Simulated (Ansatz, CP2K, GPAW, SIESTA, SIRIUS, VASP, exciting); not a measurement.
## CdS: programs and potentials compared

```
Cd S
1.0
     4.15000    0.00000    0.00000
    -2.07500    3.59401    0.00000
     0.00000    0.00000    6.73700
Cd S
2 2
Direct
  0.66667 0.33333 0.50000
  0.33333 0.66667 0.00000
  0.66667 0.33333 0.87500
  0.33333 0.66667 0.37500
```

Alike in all runs: task band structure; functional PBE; k mesh 7 × 7 × 4; occupations fermi-dirac, width 0.05 eV; no spin polarisation; no spin-orbit coupling. Pressure is positive in compression and, in plane waves, holds the error of the finite cutoff, which Ansatz's Pulay term estimates and takes out. Gaps are the smaller of the mesh's and the band path's.

```json
{"program and potentials": "GPAW, PAW data sets generated for this functional", "plane-wave cutoff (eV)": "600", "notes": "9 valence electrons an atom on average", "band gap (eV)": "1.18", "pressure (GPa)": "1.82", "largest force (eV/Å)": "0.067"}
{"program and potentials": "GPAW, GPAW PAW data sets (gpaw-data 1.2.1)", "plane-wave cutoff (eV)": "600", "notes": "9 valence electrons an atom on average", "band gap (eV)": "1.18", "pressure (GPa)": "1.82", "largest force (eV/Å)": "0.067"}
{"program and potentials": "SIESTA, files PseudoDojo sr-pbe-0.4.1-standard, TZDP (energy shift 0.003 Ry; two zetas on semicore shells)", "plane-wave cutoff (eV)": "-", "notes": "atomic basis; 13 valence electrons an atom on average", "band gap (eV)": "1.40", "pressure (GPa)": "2.46", "largest force (eV/Å)": "0.068"}
{"program and potentials": "GPAW, SG15 ONCV 1.2", "plane-wave cutoff (eV)": "1100", "notes": "13 valence electrons an atom on average", "band gap (eV)": "1.20", "pressure (GPa)": "2.29", "largest force (eV/Å)": "0.069"}
{"program and potentials": "SIESTA, files PseudoDojo sr-pbe-0.4.1-standard, DZP (energy shift 0.003 Ry; two zetas on semicore shells)", "plane-wave cutoff (eV)": "-", "notes": "atomic basis; 13 valence electrons an atom on average", "band gap (eV)": "1.39", "pressure (GPa)": "2.30", "largest force (eV/Å)": "0.075"}
{"program and potentials": "CP2K, GTH_POTENTIALS Cd GTH-PBE-q12, S GTH-PBE-q6; DZVP-MOLOPT-SR-GTH basis", "plane-wave cutoff (eV)": "-", "notes": "atomic basis; 9 valence electrons an atom on average", "band gap (eV)": "1.16", "pressure (GPa)": "3.30", "largest force (eV/Å)": "0.071"}
{"program and potentials": "GPAW, GPAW PAW data sets (gpaw-data 1.2.1), newer versions", "plane-wave cutoff (eV)": "600", "notes": "9 valence electrons an atom on average", "band gap (eV)": "1.18", "pressure (GPa)": "1.85", "largest force (eV/Å)": "0.067"}
{"program and potentials": "VASP, PBE PAW files Cd, S, release 54, 520 eV", "plane-wave cutoff (eV)": "520", "notes": "9 valence electrons an atom on average", "band gap (eV)": "1.20", "pressure (GPa)": "2.41", "largest force (eV/Å)": "0.069"}
{"program and potentials": "Ansatz, PseudoDojo stringent (PBE files)", "plane-wave cutoff (eV)": "1633", "notes": "13 valence electrons an atom on average; Pulay term of +0.06 GPa included", "band gap (eV)": "1.20", "pressure (GPa)": "2.09", "largest force (eV/Å)": "0.068"}
{"program and potentials": "exciting, all-electron LAPW+lo, shipped species files, valence relativity iora*", "plane-wave cutoff (eV)": "-", "notes": "-", "band gap (eV)": "1.19", "pressure (GPa)": "-", "largest force (eV/Å)": "-"}
{"program and potentials": "SIRIUS, all-electron FP-LAPW (ZORA valence), apw+lo standard", "plane-wave cutoff (eV)": "-", "notes": "-", "band gap (eV)": "1.19", "pressure (GPa)": "-", "largest force (eV/Å)": "0.070"}
{"program and potentials": "SIRIUS, all-electron FP-LAPW (Koelling-Harmon valence), apw+lo standard", "plane-wave cutoff (eV)": "-", "notes": "-", "band gap (eV)": "1.19", "pressure (GPa)": "-", "largest force (eV/Å)": "0.070"}
```

Force on atom 4 (S), eV/Å:

```tsv
program and potentials	x	y	z
GPAW, PAW data sets generated for this functional	0.000	0.000	0.067
GPAW, GPAW PAW data sets (gpaw-data 1.2.1)	0.000	0.000	0.067
SIESTA, files PseudoDojo sr-pbe-0.4.1-standard, TZDP (energy shift 0.003 Ry; two zetas on semicore shells)	0.000	0.000	0.068
GPAW, SG15 ONCV 1.2	0.000	0.000	0.068
SIESTA, files PseudoDojo sr-pbe-0.4.1-standard, DZP (energy shift 0.003 Ry; two zetas on semicore shells)	0.000	0.000	0.075
CP2K, GTH_POTENTIALS Cd GTH-PBE-q12, S GTH-PBE-q6; DZVP-MOLOPT-SR-GTH basis	0.000	0.000	0.071
GPAW, GPAW PAW data sets (gpaw-data 1.2.1), newer versions	0.000	0.000	0.067
VASP, PBE PAW files Cd, S, release 54, 520 eV	0.000	0.000	0.069
Ansatz, PseudoDojo stringent (PBE files)	0.000	0.000	0.068
SIRIUS, all-electron FP-LAPW (ZORA valence), apw+lo standard	0.000	0.000	0.070
SIRIUS, all-electron FP-LAPW (Koelling-Harmon valence), apw+lo standard	0.000	0.000	0.070
```

The band gap spans 1.16 (CP2K, GTH_POTENTIALS Cd GTH-PBE-q12, S GTH-PBE-q6; DZVP-MOLOPT-SR-GTH basis) to 1.40 eV (SIESTA, files PseudoDojo sr-pbe-0.4.1-standard, TZDP (energy shift 0.003 Ry; two zetas on semicore shells)), with all-electron results at 1.19. The pressure spans 1.82 (GPAW, GPAW PAW data sets (gpaw-data 1.2.1)) to 3.30 GPa (CP2K, GTH_POTENTIALS Cd GTH-PBE-q12, S GTH-PBE-q6; DZVP-MOLOPT-SR-GTH basis). Rows in atomic bases carry the error of their basis and grid, which can be large.

Differences between rows come from potentials, basis sets and numerical settings, since the functional is the same but for its coding. Runs on potential files found faulty are left out.
